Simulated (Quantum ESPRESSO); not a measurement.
# SnSe: zone-centre phonons under several settings

```
Sn Se
1.0
     0.00000    3.01000    3.01000
     3.01000    0.00000    3.01000
     3.01000    3.01000    0.00000
Sn Se
1 1
Cartesian
  0.0000 0.0000 0.0000
  3.0100 3.0100 3.0100
```

Measurements of this composition are mostly on another form, of space group No. 62.

All runs used Quantum ESPRESSO 7.5; k mesh 4 × 4 × 4, shifted; relaxed cell; no spin polarisation; cutoff 925 eV; occupations smeared at first, fixed for the response.

| level | potentials | volume (Å³/atom) | pressure (GPa) | lowest optical mode without the field (cm⁻¹) | sum of the Born charges (e) |
| --- | --- | --- | --- | --- | --- |
| LDA | GBRV 1.5 LDA | 25.57 | 0.1 | 45 | 0.74 |
| AM05 | GBRV 1.5 PBE | 26.45 | 0.0 | 30 | 0.72 |
| vdW-DF-cx | GBRV 1.5 PBE | ? | 0.0 | ? | ? |

Problem. What stands in the row left open?

Solution. Volume 26.60 Å³/atom; lowest optical mode without the field 43 cm⁻¹; sum of the Born charges 0.70 e.

Caveats: the potentials were made for another functional, which shifts forces and pressure (some runs).

For the row left open. Caveat: the mesh is thin for the dielectric tensor, Born charges and intensities, which usually come out too large; the potentials were made for another functional, which shifts forces and pressure; the Born charges break their sum rule by 0.70 e, a sign of too thin a mesh.
